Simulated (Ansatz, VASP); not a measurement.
**LiH: VASP beside Ansatz**

```xyz
2
Lattice="0.0000 2.0030 2.0563 2.0030 0.0000 2.0563 2.0030 2.0030 0.0000" Properties=species:S:1:pos:R:3 pbc="T T T"
Li    0.0000    0.0000    0.0000
H     2.0030    2.0030    2.0563
```

Change from the starting cell: uniaxial_z strain +2.7%.

Alike in both runs: task single point; functional r2SCAN; k mesh 10 × 10 × 10; no spin polarisation.

|  | VASP | Ansatz |
| --- | --- | --- |
| version | VASP 6.6.1 | Ansatz 0.2.0 |
| potentials or method | VASP PAW PBE potentials, release 64 (Li_sv, H) | plane waves, PAW |
| plane-wave cutoff (eV) | 520 | 500 |
| occupations | gaussian, width 0.01 eV | fixed |
| valence electrons in the cell | 4 | 4 |

|  | VASP | Ansatz | Ansatz less VASP |
| --- | --- | --- | --- |
| gap on the k mesh at the Fermi level (eV) | 3.29 | 3.34 | +0.049 |

 A k mesh can miss the band edges.
